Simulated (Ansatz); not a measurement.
(100) slab cut from the bulk of TaN, P-62m (No. 189); the slab's formula is TaN:

```yaml
crystal:
  lattice:
    - [2.91036, 0.00000, 0.00000]
    - [0.00000, 5.19963, 0.00000]
    - [0.00000, 0.00000, 27.54004]
  atoms:
    - { symbol: N, position: [0.00000, 0.30380, 0.27233] }
    - { symbol: Ta, position: [0.50000, 0.00000, 0.28199] }
    - { symbol: Ta, position: [0.00000, 0.50000, 0.33649] }
    - { symbol: N, position: [0.00000, 0.89241, 0.33649] }
    - { symbol: Ta, position: [0.50000, 0.00000, 0.39099] }
    - { symbol: N, position: [0.00000, 0.30380, 0.40065] }
    - { symbol: N, position: [0.00000, 0.80380, 0.43584] }
    - { symbol: Ta, position: [0.50000, 0.50000, 0.44550] }
    - { symbol: Ta, position: [0.00000, 0.00000, 0.50000] }
    - { symbol: N, position: [0.00000, 0.39241, 0.50000] }
    - { symbol: Ta, position: [0.50000, 0.50000, 0.55450] }
    - { symbol: N, position: [0.00000, 0.80380, 0.56416] }
    - { symbol: N, position: [0.00000, 0.30380, 0.59935] }
    - { symbol: Ta, position: [0.50000, 0.00000, 0.60901] }
    - { symbol: Ta, position: [0.00000, 0.50000, 0.66351] }
    - { symbol: N, position: [0.00000, 0.89241, 0.66351] }
    - { symbol: Ta, position: [0.50000, 0.00000, 0.71801] }
    - { symbol: N, position: [0.00000, 0.30380, 0.72767] }
```

Method: Ansatz, DFT r2SCAN, scalar-relativistic, plane waves, PAW. Plane waves to 500 eV, a k mesh through Γ of 12×7×1 on the computed 18-atom cell and Gaussian smearing (0.10 eV); no spin polarisation. The cell repeats along c with a dipole correction in the vacuum.

Problem. What forces act on the atoms?

Solution.
```
atom Fx (eV/Å) Fy (eV/Å) Fz (eV/Å)
  N1      0.000     -2.432      1.331
 Ta2      0.000      3.979      1.013
 Ta3      0.000     -0.755     -1.924
  N4      0.000     -0.530     -0.297
 Ta5      0.000     -0.333     -0.254
  N6      0.000      0.056      0.034
  N7      0.000      0.022      0.207
 Ta8      0.000     -0.006     -0.153
 Ta9      0.000      0.041      0.000
 N10      0.000     -0.043      0.000
Ta11      0.000     -0.006      0.153
 N12      0.000      0.022     -0.207
 N13      0.000      0.056     -0.034
Ta14      0.000     -0.333      0.254
Ta15      0.000     -0.755      1.924
 N16      0.000     -0.530      0.297
Ta17      0.000      3.979     -1.013
 N18      0.000     -2.432     -1.331
```

Spin–orbit coupling is left out, which can shift energies with elements as heavy as these.

Cost: 1 run of about 8.3 core-minutes, on Arm Neoverse V1 (shared hosts).